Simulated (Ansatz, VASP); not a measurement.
**Na: VASP beside Ansatz**

Contents of INCAR:

```
PREC = Accurate
ENCUT = 520
EDIFF = 1E-6
ISMEAR = 1
SIGMA = 0.3
LREAL = False
LASPH = True
NELM = 60
ALGO = Normal
ISIF = 2
LWAVE = False
LCHARG = False
NBANDS = 10
```

KPOINTS

```
Automatic mesh
0
Gamma
  11 11 11
```

POSCAR

```
Na
1.0
   -2.0287155323      2.0287155323      2.0287155323
    2.0287155323     -2.0287155323      2.0287155323
    2.0287155323      2.0287155323     -2.0287155323
Na
1
Direct
    0.0000000000      0.0000000000      0.0000000000
```

Input for Ansatz:

```yaml
crystal:
  lattice:
    - [-2.0287155323, 2.0287155323, 2.0287155323]
    - [2.0287155323, -2.0287155323, 2.0287155323]
    - [2.0287155323, 2.0287155323, -2.0287155323]
  atoms:
    - { symbol: Na, position: [0.0, 0.0, 0.0] }
hamiltonian:
  xc: lda
  pseudopotentials:
    kind: paw
    azcp:
      Na: "pseudopotentials/Na.paw.azcp"
basis:
  ecutwfc: 420
  fft_grid_basis: typed
kpoints:
  mp_grid: { grid: [11, 11, 11], shift: [0, 0, 0] }
magnetization:
  spin_polarized: false
scf:
  occupations: { method: methfessel_paxton, width: 0.3 }
  lower_state_search: "off"
output:
  stress: true
```

Alike in both runs: task single point; functional LDA; k mesh 11 × 11 × 11; occupations methfessel-paxton of order 1, width 0.3 eV; no spin polarisation.

|  | VASP | Ansatz |
| --- | --- | --- |
| version | VASP 6.6.1 | Ansatz 0.2.0 |
| potentials or method | VASP PAW LDA potentials, release 64 (Na_pv) | plane waves (420 eV) with PAW, scalar-relativistic |
| plane-wave cutoff (eV) | 520 | 420 |
| valence electrons in the cell | 7 | 9 |

Ansatz gave:

| Property | Result |
| --- | --- |
| pressure (GPa) | 0.0 |

Question: What did VASP give for the same quantities?

Answer: Pressure (GPa): -0.1.

The two sets of potentials don't hold the same shells in valence. Ansatz warned: «pseudo_functional_mismatch».
